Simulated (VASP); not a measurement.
# NaH (Fm-3m) in VASP: notebook

One crystal, NaH, is run at these levels: PBE; tasks: single point.

Everything below comes from runs of VASP 6.6.1. Logs are shortened: lines on timing, memory, paths and dates and some standing lists are left out, and cuts for length are marked.

### Step 1. The crystal as given

Symmetry: Fm-3m, No. 225, cubic system. The conventional cell has a = 4.880 Å, b = 4.880 Å, c = 4.880 Å, α = 90.00°, β = 90.00°, γ = 90.00°. Around Na (site symmetry m-3m) lie 6 H at 2.44 Å. H (site symmetry m-3m) has 6 Na at 2.44 Å as nearest neighbours.

### Step 2. Single point, PBE

Contents of INCAR:

```
SYSTEM = NaH
PREC = Accurate
ENCUT = 400
EDIFF = 1E-6
ISMEAR = 0
SIGMA = 0.05
LREAL = .False.
LASPH = .True.
NELM = 100
ALGO = Normal
ISIF = 2
LWAVE = .False.
LCHARG = .False.
GGA = PE
NBANDS = 11
ADDGRID = .False.
```

Contents of KPOINTS:

```
Automatic mesh
0
Gamma
  4 4 4
  0 0 0
```

Contents of POSCAR:

```
NaH
1.0
    0.0000000000      2.4400000000      2.4400000000
    2.4400000000      0.0000000000      2.4400000000
    2.4400000000      2.4400000000      0.0000000000
Na H
1 1
Direct
    0.0000000000      0.0000000000      0.0000000000
    0.5000000000      0.5000000000      0.5000000000
```

Potentials or basis: VASP PAW PBE potentials, release 64 (Na_pv, H).

Started as:

```
> cat potpaw_PBE.64/Na_pv/POTCAR potpaw_PBE.64/H/POTCAR > POTCAR
> mpirun -np 1 vasp_std > vasp.out
```

OUTCAR:

```text
SYSTEM = NaH
   PREC = Accurate
   ENCUT = 400
   EDIFF = 1E-6
   ISMEAR = 0
   LREAL = .False.
   LASPH = .True.
   NELM = 100
   ISIF = 2
   GGA = PE

 Found      8 irreducible k-points:

 Following reciprocal coordinates:
            Coordinates               Weight
  0.000000  0.000000  0.000000      1.000000
  0.250000  0.000000  0.000000      8.000000
  0.500000  0.000000  0.000000      4.000000
  0.250000  0.250000  0.000000      6.000000
  0.500000  0.250000  0.000000     24.000000
 -0.250000  0.250000  0.000000     12.000000
   k-points           NKPTS =      8   k-points in BZ     NKDIM =      8   number of bands    NBANDS=     11
   number of dos      NEDOS =    301   number of ions     NIONS =      2
   total plane-waves  NPLWV =  13824
   dimension x,y,z NGX =    24 NGY =   24 NGZ =   24
   dimension x,y,z NGXF=    48 NGYF=   48 NGZF=   48
   ions per type =               1   1
   NGX,Y,Z   is equivalent  to a cutoff of  11.56, 11.56, 11.56 a.u.
   NGXF,Y,Z  is equivalent  to a cutoff of  23.13, 23.13, 23.13 a.u.
 SYSTEM =  NaH
   PREC   = accura    normal or accurate (medium, high low for compatibility)
   ISTART =      0    job   : 0-new  1-cont  2-samecut
   ICHARG =      2    charge: 1-file 2-atom 10-const
   ISPIN  =      1    spin polarized calculation?
   LNONCOLLINEAR =      F non collinear calculations
   LSORBIT =      F    spin-orbit coupling
   LASPH  =      T    aspherical Exc in radial PAW
   ENCUT  =  400.0 eV  29.40 Ry    5.42 a.u.   5.63  5.63  5.63*2*pi/ulx,y,z
   NELM   =    100;   NELMIN=  2; NELMDL= -5     # of ELM steps
   EDIFF  = 0.1E-05   stopping-criterion for ELM
   LREAL  =      F    real-space projection
   EDIFFG = 0.1E-04   stopping-criterion for IOM
   NSW    =      0    number of steps for IOM
   IBRION =     -1    ionic relax: 0-MD 1-quasi-New 2-CG
   NFREE  =      0    steps in history (QN), initial steepest desc. (CG)
   ISIF   =      2    stress and relaxation
   ISYM   =      2    0-nonsym 1-usesym 2-fastsym
   POTIM  = 0.5000    time-step for ionic-motion
   TEBEG  =    0.0;   TEEND  =   0.0 temperature during run
   PSTRESS=    0.0 pullay stress
   NELECT =       8.0000    total number of electrons
   NUPDOWN=      -1.0000    fix difference up-down
   EMIN   =  10.00;   EMAX   =-10.00  energy-range for DOS
   EFERMI =   0.00;   METHOD = LEGACY
   ISMEAR =     0;   SIGMA  =   0.05  broadening in eV -4-tet -1-fermi 0-gaus
   EFERMI_NEDOS =   21; number of points for ismear=-14 and -15
   IALGO  =     38    algorithm
   IMIX   =      4    mixing-type and parameters
     AMIX     =   0.40;   BMIX     =  1.00
     AMIX_MAG =   1.60;   BMIX_MAG =  1.00
  volume/ion in A,a.u.               =      14.53        98.03
  Fermi-wavevector in a.u.,A,eV,Ry     =   1.065054  2.012660 15.433636  1.134340
  Thomas-Fermi vector in A             =   2.200593
   LORBIT       =      0    0 simple, 1 ext, 2 COOP (PROOUT), +10 PAW based schemes
   GGA     = PE    functional components
   LHFCALC =     F    Hartree Fock is set to
   AEXX    =    0.0000 exact exchange contribution
   IVDW    =     0    specifies the selected vdW correction
   LEPSILON=     F    determine dielectric tensor
   LRPA    =     F    only Hartree local field effects (RPA)
 non-spin polarized calculation
 Gauss-broadening in eV      SIGMA  =   0.05
  energy-cutoff  :      400.00
  volume of cell :       29.05
 maximum number of plane-waves:       544
 NGX is ok and might be reduce to    24
   NGX = 11   NGY = 11   NGZ = 11

 number of electron       7.9999989 magnetization

 Free energy of the ion-electron system (eV)
  ---------------------------------------------------
  ext. energy  EPLUGINS =         0.00000000
  ---------------------------------------------------
  free energy    TOTEN  =        -5.08409546 eV

  energy without entropy =       -5.08409546  energy(sigma->0) =       -5.08409546

 E-fermi :  -0.9394     XC(G=0):  -7.6742

 val. band max:       -1.2036638678   @ k =  -0.2500   0.5000   0.2500
 cond. band min:       2.5043747581   @ k =   0.5000   0.0000   0.0000
 fundamental gap:      3.7080386260
 Fermi energy:        -0.9393525887

 k-point     1 :       0.0000    0.0000    0.0000
  band No.  band energies     occupation
      1     -23.3557      2.00000
      2     -23.3557      2.00000
      3     -23.3557      2.00000
      4      -4.7419      2.00000
      5       8.9593      0.00000
      6      14.1769      0.00000
      7      14.1769      0.00000
      8      14.1769      0.00000
      9      14.9683      0.00000
     10      14.9683      0.00000
     11      14.9683      0.00000

 k-point     2 :       0.2500    0.0000    0.0000
  band No.  band energies     occupation
      1     -23.3981      2.00000
      2     -23.3608      2.00000
      3     -23.3608      2.00000
      4      -3.7353      2.00000
      5       5.8828      0.00000
      6      10.1194      0.00000
      7      12.5896      0.00000
      8      12.5896      0.00000
      9      15.9429      0.00000
     10      15.9429      0.00000
     11      17.2513      0.00000

 k-point     3 :       0.5000    0.0000    0.0000
  band No.  band energies     occupation
      1     -23.4401      2.00000
      2     -23.3661      2.00000
      3     -23.3661      2.00000
      4      -2.0465      2.00000
      5       2.5044      0.00000
      6       9.3752      0.00000
      7      11.9973      0.00000
      8      11.9973      0.00000
      9      14.8529      0.00000
     10      14.8529      0.00000
     11      17.3308      0.00000

 k-point     4 :       0.2500    0.2500    0.0000
  band No.  band energies     occupation
      1     -23.3956      2.00000
      2     -23.3700      2.00000
      3     -23.3700      2.00000
      4      -3.4295      2.00000
      5       6.1333      0.00000
      6      10.2707      0.00000
      7      10.5595      0.00000
      8      10.5595      0.00000
      9      13.2173      0.00000
     10      18.0929      0.00000
     11      20.7477      0.00000

 k-point     5 :       0.5000    0.2500    0.0000
  band No.  band energies     occupation
      1     -23.4236      2.00000
      2     -23.3871      2.00000
      3     -23.3752      2.00000
      4      -1.8171      2.00000
      5       3.7664      0.00000
      6       6.4569      0.00000
      7      10.1775      0.00000
      8      11.0275      0.00000
      9      15.3810      0.00000
     10      18.3667      0.00000
     11      18.7867      0.00000

 k-point     6 :      -0.2500    0.2500    0.0000
  band No.  band energies     occupation
      1     -23.4154      2.00000
      2     -23.3887      2.00000
      3     -23.3660      2.00000
      4      -2.3675      2.00000
      5       4.5511      0.00000
      6       6.1401      0.00000
      7      11.6315      0.00000
      8      12.0437      0.00000
      9      16.8051      0.00000
     10      17.2909      0.00000
     11      18.2405      0.00000

 [... further k-points ...]

------------------------ aborting loop because EDIFF is reached ----------------------------------------

  FORCE on cell =-STRESS in cart. coord.  units (eV):
  Direction    XX          YY          ZZ          XY          YZ          ZX
  --------------------------------------------------------------------------------------
  -------------------------------------------------------------------------------------
  Total       -0.2015684     -0.2015684     -0.2015684     -0.0000000     -0.0000000      0.0000000
  in kB      -11.1156164    -11.1156164    -11.1156164     -0.0000000     -0.0000000      0.0000000
  external PRESSURE =     -11.1156164 kB  Pullay stress =       0.0000000 kB

 VOLUME and BASIS-vectors are now :
 -----------------------------------------------------------------------------
  energy-cutoff  :      400.00
  volume of cell :       29.05
      direct lattice vectors                 reciprocal lattice vectors
     0.000000000  2.440000000  2.440000000    -0.204918033  0.204918033  0.204918033
     2.440000000  0.000000000  2.440000000     0.204918033 -0.204918033  0.204918033
     2.440000000  2.440000000  0.000000000     0.204918033  0.204918033 -0.204918033

 POSITION                                       TOTAL-FORCE (eV/Angst)
 -----------------------------------------------------------------------------------
      0.00000      0.00000      0.00000         0.000000     -0.000000     -0.000000
      2.44000      2.44000      2.44000        -0.000000      0.000000      0.000000
 -----------------------------------------------------------------------------------
    total drift:                                0.000000     -0.000000     -0.000000

  FREE ENERGIE OF THE ION-ELECTRON SYSTEM (eV)
  ---------------------------------------------------
  free  energy   TOTEN  =        -5.0840954643 eV

  energy  without entropy=       -5.0840954643  energy(sigma->0) =       -5.08409546
```

Wall time 2.3 s (1 thread of Intel Xeon Platinum 8259CL at 2.50GHz (Skylake/Cascade Lake), shared host); peak memory 0.13 GiB.

The run converged, but some of its settings lie outside the range that counts as converged, so its numbers aren't taken as properties of the crystal.

Results:

- Free energy: -5.0841 eV
- Pressure: -1.1 GPa
- Band gap on the k mesh: 3.71 eV, indirect (least direct gap 4.55 eV)

Caveat: the k mesh is coarse (spacing up to 0.56 Å⁻¹), so the values aren't converged.

### Step 3. Single point, PBE

INCAR is that of step 2.

KPOINTS is that of step 2.

Contents of POSCAR:

```
NaH
1.0
    0.0000000000      2.4400000000      2.4400000000
    2.4400000000      0.0000000000      2.4400000000
    2.4400000000      2.4400000000      0.0000000000
Na H
1 1
Direct
   -0.0187210000      0.0228060000      0.0160610000
    0.4668300000      0.5164870000      0.5214060000
```

Potentials or basis: VASP PAW PBE potentials, release 64 (Na_pv, H).

Started as:

```
> cat potpaw_PBE.64/Na_pv/POTCAR potpaw_PBE.64/H/POTCAR > POTCAR
> mpirun -np 1 vasp_std > vasp.out
```

OUTCAR:

```text
SYSTEM = NaH
   PREC = Accurate
   ENCUT = 400
   EDIFF = 1E-6
   ISMEAR = 0
   LREAL = .False.
   LASPH = .True.
   NELM = 100
   ISIF = 2
   GGA = PE

 Found     36 irreducible k-points:

 Following reciprocal coordinates:
            Coordinates               Weight
  0.000000  0.000000  0.000000      1.000000
  0.250000  0.000000  0.000000      2.000000
  0.000000  0.250000  0.000000      2.000000
  0.000000  0.000000  0.250000      2.000000
  0.250000  0.250000  0.250000      2.000000
  0.500000  0.000000  0.000000      1.000000
   k-points           NKPTS =     36   k-points in BZ     NKDIM =     36   number of bands    NBANDS=     11
   number of dos      NEDOS =    301   number of ions     NIONS =      2
   total plane-waves  NPLWV =  13824
   dimension x,y,z NGX =    24 NGY =   24 NGZ =   24
   dimension x,y,z NGXF=    48 NGYF=   48 NGZF=   48
   ions per type =               1   1
   NGX,Y,Z   is equivalent  to a cutoff of  11.56, 11.56, 11.56 a.u.
   NGXF,Y,Z  is equivalent  to a cutoff of  23.13, 23.13, 23.13 a.u.
 SYSTEM =  NaH
   PREC   = accura    normal or accurate (medium, high low for compatibility)
   ISTART =      0    job   : 0-new  1-cont  2-samecut
   ICHARG =      2    charge: 1-file 2-atom 10-const
   ISPIN  =      1    spin polarized calculation?
   LNONCOLLINEAR =      F non collinear calculations
   LSORBIT =      F    spin-orbit coupling
   LASPH  =      T    aspherical Exc in radial PAW
   ENCUT  =  400.0 eV  29.40 Ry    5.42 a.u.   5.63  5.63  5.63*2*pi/ulx,y,z
   NELM   =    100;   NELMIN=  2; NELMDL= -5     # of ELM steps
   EDIFF  = 0.1E-05   stopping-criterion for ELM
   LREAL  =      F    real-space projection
   EDIFFG = 0.1E-04   stopping-criterion for IOM
   NSW    =      0    number of steps for IOM
   IBRION =     -1    ionic relax: 0-MD 1-quasi-New 2-CG
   NFREE  =      0    steps in history (QN), initial steepest desc. (CG)
   ISIF   =      2    stress and relaxation
   ISYM   =      2    0-nonsym 1-usesym 2-fastsym
   POTIM  = 0.5000    time-step for ionic-motion
   TEBEG  =    0.0;   TEEND  =   0.0 temperature during run
   PSTRESS=    0.0 pullay stress
   NELECT =       8.0000    total number of electrons
   NUPDOWN=      -1.0000    fix difference up-down
   EMIN   =  10.00;   EMAX   =-10.00  energy-range for DOS
   EFERMI =   0.00;   METHOD = LEGACY
   ISMEAR =     0;   SIGMA  =   0.05  broadening in eV -4-tet -1-fermi 0-gaus
   EFERMI_NEDOS =   21; number of points for ismear=-14 and -15
   IALGO  =     38    algorithm
   IMIX   =      4    mixing-type and parameters
     AMIX     =   0.40;   BMIX     =  1.00
     AMIX_MAG =   1.60;   BMIX_MAG =  1.00
  volume/ion in A,a.u.               =      14.53        98.03
  Fermi-wavevector in a.u.,A,eV,Ry     =   1.065054  2.012660 15.433636  1.134340
  Thomas-Fermi vector in A             =   2.200593
   LORBIT       =      0    0 simple, 1 ext, 2 COOP (PROOUT), +10 PAW based schemes
   GGA     = PE    functional components
   LHFCALC =     F    Hartree Fock is set to
   AEXX    =    0.0000 exact exchange contribution
   IVDW    =     0    specifies the selected vdW correction
   LEPSILON=     F    determine dielectric tensor
   LRPA    =     F    only Hartree local field effects (RPA)
 non-spin polarized calculation
 Gauss-broadening in eV      SIGMA  =   0.05
  energy-cutoff  :      400.00
  volume of cell :       29.05
 maximum number of plane-waves:       544
 NGX is ok and might be reduce to    24
   NGX = 11   NGY = 11   NGZ = 11

 number of electron       7.9999993 magnetization

 Free energy of the ion-electron system (eV)
  ---------------------------------------------------
  ext. energy  EPLUGINS =         0.00000000
  ---------------------------------------------------
  free energy    TOTEN  =        -5.08290815 eV

  energy without entropy =       -5.08290815  energy(sigma->0) =       -5.08290815

 E-fermi :  -0.9385     XC(G=0):  -7.6736

 val. band max:       -1.2034576416   @ k =   0.2500  -0.2500   0.5000
 cond. band min:       2.5033967034   @ k =   0.5000   0.5000   0.5000
 fundamental gap:      3.7068543450
 Fermi energy:        -0.9384990062

 k-point     1 :       0.0000    0.0000    0.0000
  band No.  band energies     occupation
      1     -23.3549      2.00000
      2     -23.3548      2.00000
      3     -23.3545      2.00000
      4      -4.7416      2.00000
      5       8.9533      0.00000
      6      14.1631      0.00000
      7      14.1640      0.00000
      8      14.1777      0.00000
      9      14.9725      0.00000
     10      14.9841      0.00000
     11      14.9927      0.00000

 k-point     2 :       0.2500    0.0000    0.0000
  band No.  band energies     occupation
      1     -23.3973      2.00000
      2     -23.3600      2.00000
      3     -23.3596      2.00000
      4      -3.7351      2.00000
      5       5.8798      0.00000
      6      10.1206      0.00000
      7      12.5896      0.00000
      8      12.5941      0.00000
      9      15.9415      0.00000
     10      15.9436      0.00000
     11      17.2540      0.00000

 k-point     3 :       0.0000    0.2500    0.0000
  band No.  band energies     occupation
      1     -23.3971      2.00000
      2     -23.3600      2.00000
      3     -23.3598      2.00000
      4      -3.7351      2.00000
      5       5.8807      0.00000
      6      10.1177      0.00000
      7      12.5900      0.00000
      8      12.5982      0.00000
      9      15.9402      0.00000
     10      15.9421      0.00000
     11      17.2520      0.00000

 k-point     4 :       0.0000    0.0000    0.2500
  band No.  band energies     occupation
      1     -23.3971      2.00000
      2     -23.3600      2.00000
      3     -23.3599      2.00000
      4      -3.7351      2.00000
      5       5.8808      0.00000
      6      10.1175      0.00000
      7      12.5900      0.00000
      8      12.5985      0.00000
      9      15.9401      0.00000
     10      15.9419      0.00000
     11      17.2518      0.00000

 k-point     5 :       0.2500    0.2500    0.2500
  band No.  band energies     occupation
      1     -23.3973      2.00000
      2     -23.3600      2.00000
      3     -23.3596      2.00000
      4      -3.7351      2.00000
      5       5.8797      0.00000
      6      10.1211      0.00000
      7      12.5893      0.00000
      8      12.5935      0.00000
      9      15.9417      0.00000
     10      15.9438      0.00000
     11      17.2543      0.00000

 k-point     6 :       0.5000    0.0000    0.0000
  band No.  band energies     occupation
      1     -23.4393      2.00000
      2     -23.3653      2.00000
      3     -23.3649      2.00000
      4      -2.0465      2.00000
      5       2.5036      0.00000
      6       9.3744      0.00000
      7      11.9982      0.00000
      8      12.0030      0.00000
      9      14.8516      0.00000
     10      14.8529      0.00000
     11      17.3301      0.00000

 [... further k-points ...]

------------------------ aborting loop because EDIFF is reached ----------------------------------------

  FORCE on cell =-STRESS in cart. coord.  units (eV):
  Direction    XX          YY          ZZ          XY          YZ          ZX
  --------------------------------------------------------------------------------------
  -------------------------------------------------------------------------------------
  Total       -0.2028252     -0.2001770     -0.1888760     -0.0000331     -0.0011004     -0.0000320
  in kB      -11.1849217    -11.0388853    -10.4156838     -0.0018265     -0.0606797     -0.0017665
  external PRESSURE =     -10.8798303 kB  Pullay stress =       0.0000000 kB

 VOLUME and BASIS-vectors are now :
 -----------------------------------------------------------------------------
  energy-cutoff  :      400.00
  volume of cell :       29.05
      direct lattice vectors                 reciprocal lattice vectors
     0.000000000  2.440000000  2.440000000    -0.204918033  0.204918033  0.204918033
     2.440000000  0.000000000  2.440000000     0.204918033 -0.204918033  0.204918033
     2.440000000  2.440000000  0.000000000     0.204918033  0.204918033 -0.204918033

 POSITION                                       TOTAL-FORCE (eV/Angst)
 -----------------------------------------------------------------------------------
      0.09484      2.43351      2.44997        -0.001897     -0.017194     -0.039442
      2.53246      2.41130      2.39929         0.001897      0.017194      0.039442
 -----------------------------------------------------------------------------------
    total drift:                               -0.000121     -0.000078      0.000337

  FREE ENERGIE OF THE ION-ELECTRON SYSTEM (eV)
  ---------------------------------------------------
  free  energy   TOTEN  =        -5.0829081530 eV

  energy  without entropy=       -5.0829081530  energy(sigma->0) =       -5.08290815
```

It took 4.8 s on 1 thread of Intel Xeon Platinum 8259CL at 2.50GHz (Skylake/Cascade Lake), shared host; peak memory 0.13 GiB.

These settings aren't checked as converged: the numbers below hold their error.

Results:

```
Free energy            : -5.0829 eV
Pressure               : -1.1 GPa
Largest force          : 0.043 eV/Å
Band gap on the k mesh : 3.71 eV, indirect (least direct gap 4.55 eV)
```

Caveat: the k mesh is coarse (spacing up to 0.56 Å⁻¹), so the values aren't converged.

### Step 4. Single point, PBE

Changes to INCAR since step 3:

```diff
@@ -2,3 +2,3 @@
 PREC = Accurate
-ENCUT = 400
+ENCUT = 450
 EDIFF = 1E-6
```

KPOINTS is that of step 3.

Contents of POSCAR:

```
NaH
1.0
    0.0000000000      2.4400000000      2.4400000000
    2.4400000000      0.0000000000      2.4400000000
    2.4400000000      2.4400000000      0.0000000000
Na H
1 1
Direct
    0.0000000000      0.0000000000      0.0000000000
    0.5000000000      0.5000000000      0.5000000000
```

Started as:

```
> cat potpaw_PBE.64/Na_pv/POTCAR potpaw_PBE.64/H/POTCAR > POTCAR
> mpirun -np 1 vasp_std > vasp.out
```

Wall time 2.4 s (1 thread of Intel Xeon Platinum 8259CL at 2.50GHz (Skylake/Cascade Lake), shared host); peak memory 0.13 GiB.

The run converged, but some of its settings lie outside the range that counts as converged, so its numbers aren't taken as properties of the crystal.

What came out:

| Quantity | Value |
| --- | --- |
| Free energy | -5.0852 eV |
| Pressure | -0.9 GPa |
| Band gap on the k mesh | 3.71 eV, indirect (least direct gap 4.55 eV) |

Caveat: the k mesh is coarse (spacing up to 0.56 Å⁻¹), so the values aren't converged.

[end of part 1 of 2]
